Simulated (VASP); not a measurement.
Set up this calculation in VASP 6.6.1, as the native input.

| Property | Result |
| --- | --- |
| Task | band structure |
| Functional | PBE |
| Potentials or basis | VASP PAW PBE potentials, release 64 (Be) |
| Cutoff | 600 eV |
| k mesh | 12 × 12 × 13 |
| Occupations | fermi-dirac, width 0.05 eV |
| Spin | no spin polarisation |
| Further INCAR settings | ALGO = Normal; EDIFF = 1e-06; NBANDS = 7 |

Be:

```
Be
1.0
     2.23274    0.00000    0.00000
     0.00000    2.23274    0.00000
     0.00000    0.00000    2.06565
Be
1
Direct
  0.50000 0.50000 0.00000
```

The cell was built by a generator and needn't be a form met in nature.

These files were run (other wordings do the same):

POSCAR

```
Be
1.0
    2.2327400000      0.0000000000      0.0000000000
    0.0000000000      2.2327400000      0.0000000000
    0.0000000000      0.0000000000      2.0656500000
Be
1
Direct
    0.5000000000      0.5000000000      0.0000000000
```

INCAR.step1

```
SYSTEM = Be
PREC = Accurate ; ENCUT = 600
EDIFF = 1E-6 ; ISMEAR = -1
SIGMA = 0.05 ; LREAL = .False.
LASPH = .True. ; NELM = 80
ALGO = Normal ; ISIF = 2
LWAVE = .False. ; LCHARG = .True.
GGA = PE ; NBANDS = 7
```

KPOINTS.step1

```
Automatic mesh
0
Gamma
  12 12 13
  0 0 0
```

INCAR.step2

```
SYSTEM = Be
PREC = Accurate ; ENCUT = 600
EDIFF = 1E-6 ; ISMEAR = 0
SIGMA = 0.05 ; LREAL = .False.
LASPH = .True. ; NELM = 80
ALGO = Normal ; ISIF = 2
LWAVE = .False. ; LCHARG = .False.
GGA = PE ; NBANDS = 7
ICHARG = 11
```

KPOINTS.step2

```
path GXMGZRAZ,XR,MA
20
line-mode
reciprocal
 0.0000000000  0.0000000000  0.0000000000  G
 0.0000000000  0.5000000000  0.0000000000  X

 0.0000000000  0.5000000000  0.0000000000  X
 0.5000000000  0.5000000000  0.0000000000  M

 0.5000000000  0.5000000000  0.0000000000  M
 0.0000000000  0.0000000000  0.0000000000  G

 0.0000000000  0.0000000000  0.0000000000  G
 0.0000000000  0.0000000000  0.5000000000  Z

 0.0000000000  0.0000000000  0.5000000000  Z
 0.0000000000  0.5000000000  0.5000000000  R

 0.0000000000  0.5000000000  0.5000000000  R
 0.5000000000  0.5000000000  0.5000000000  A

 0.5000000000  0.5000000000  0.5000000000  A
 0.0000000000  0.0000000000  0.5000000000  Z

 0.0000000000  0.5000000000  0.0000000000  X
 0.0000000000  0.5000000000  0.5000000000  R

 0.5000000000  0.5000000000  0.0000000000  M
 0.5000000000  0.5000000000  0.5000000000  A
```

Potentials or basis: VASP PAW PBE potentials, release 64 (Be).

The run is started by

```sh
$ cat potpaw_PBE.64/Be/POTCAR > POTCAR
$ cp INCAR.step1 INCAR
$ cp KPOINTS.step1 KPOINTS
$ mpirun -np 1 vasp_std > vasp.out
$ cp INCAR.step2 INCAR
$ cp KPOINTS.step2 KPOINTS
$ mpirun -np 1 vasp_std > vasp.out
```

It gave:

```yaml
Band_gap_along_the_path: none (metal or under the smearing width)
```

Caveat: the log is that of the step along the path at fixed density, whose energy, stress, charges and moments have no meaning.

Run time: 10 s on 1 thread of Intel(R) Xeon(R) Platinum 8488C (Sapphire Rapids), on a shared host, peak memory 0.12 GiB.
